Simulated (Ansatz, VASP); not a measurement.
# Two plane-wave programs on SiC

POSCAR

```
SiC
1.0
    3.2135787812      0.0000000000      0.0000000000
   -1.6067893906      2.7830408616      0.0000000000
    0.0000000000      0.0000000000      5.0481668544
Si C
2 2
Direct
    0.3333333333      0.6666666667      0.0046028828
    0.6666666667      0.3333333333      0.5046028828
    0.3333333333      0.6666666667      0.3803971172
    0.6666666667      0.3333333333      0.8803971172
```

Contents of INCAR.step1:

```
PREC     = Accurate       # precision mode
ENCUT    = 520            # plane-wave cutoff, eV
ISMEAR   = 0              # smearing method
SIGMA    = 0.05           # smearing width, eV
LREAL    = False          # projectors in reciprocal space
LASPH    = True           # aspherical terms in the spheres
NELM     = 100            # most SCF steps
NBANDS   = 16             # bands
GGA      = PE             # functional
ALGO     = Normal         # electronic algorithm
EDIFF    = 1E-4           # SCF threshold, eV
LWAVE    = True           # write WAVECAR
LCHARG   = False          # write CHGCAR
```

The input INCAR.step2:

```
PREC     = Accurate       # precision mode
ENCUT    = 520            # plane-wave cutoff, eV
EDIFF    = 1E-6           # SCF threshold, eV
ISMEAR   = 0              # smearing method
SIGMA    = 0.05           # smearing width, eV
LREAL    = False          # projectors in reciprocal space
LASPH    = True           # aspherical terms in the spheres
NELM     = 100            # most SCF steps
ALGO     = Normal         # electronic algorithm
ISIF     = 2              # what is computed and relaxed
LWAVE    = False          # write WAVECAR
LCHARG   = True           # write CHGCAR
METAGGA  = R2SCAN         # meta-GGA
LMIXTAU  = True         
LELF     = True           # ELF
LVHAR    = True         
NBANDS   = 16             # bands
ISTART   = 1
```

File KPOINTS:

```
Automatic mesh
0
Gamma
  12 12 6
```

Input for Ansatz:

```yaml
crystal:
  lattice:
    - [3.2135787812, 0.0, 0.0]
    - [-1.6067893906, 2.7830408616, 0.0]
    - [0.0, 0.0, 5.0481668544]
  atoms:
    - { symbol: Si, position: [0.3333333333, 0.6666666667, 0.0046028828] }
    - { symbol: Si, position: [0.6666666667, 0.3333333333, 0.5046028828] }
    - { symbol: C, position: [0.3333333333, 0.6666666667, 0.3803971172] }
    - { symbol: C, position: [0.6666666667, 0.3333333333, 0.8803971172] }
basis:
  ecutwfc: 500
kpoints:
  mp_grid: { grid: [12, 12, 6] }
hamiltonian:
  xc: r2scan
scf:
  occupations: { method: gaussian, width: 0.05 }
output:
  forces: true
  stress: true
  eigenvalues: true
```

Change from the starting cell: strain +0.0450 x Voigt [1, 1, 0, 0, 0, 0], atoms carried along.

Alike in both runs: task single point; functional r2SCAN; k mesh 12 × 12 × 6; occupations gaussian, width 0.05 eV; no spin polarisation.

```csv
,VASP,Ansatz
version,VASP 6.6.1,Ansatz 0.2.0
potentials or method,"VASP PAW PBE potentials, release 64 (Si, C)","scalar-relativistic, plane waves, PAW"
plane-wave cutoff (eV),520,500
valence electrons in the cell,16,16
```

|  | VASP | Ansatz | Ansatz less VASP |
| --- | --- | --- | --- |
| gap on the k mesh at the Fermi level (eV) | 2.72 | 2.72 | -0.002 |
| least direct gap on the mesh (eV) | 3.85 | 3.85 | -0.005 |
| pressure (GPa) | -16.6 | -16.5 | +0.11 |
| largest component of the traceless stress (GPa) | 14.35 | 14.27 | -0.081 |
| rms of the force components (eV/Å) | 0.160 | 0.161 | +0.0013 |

Atom by atom the forces differ by 0.001 eV/Å (rms over components).

Caveats: so large a pressure means that the cell lies far from this level's equilibrium, or that cutoff or potentials fall short (VASP); the potentials were made for another functional, which shifts forces and pressure (VASP). A k mesh can miss the band edges.
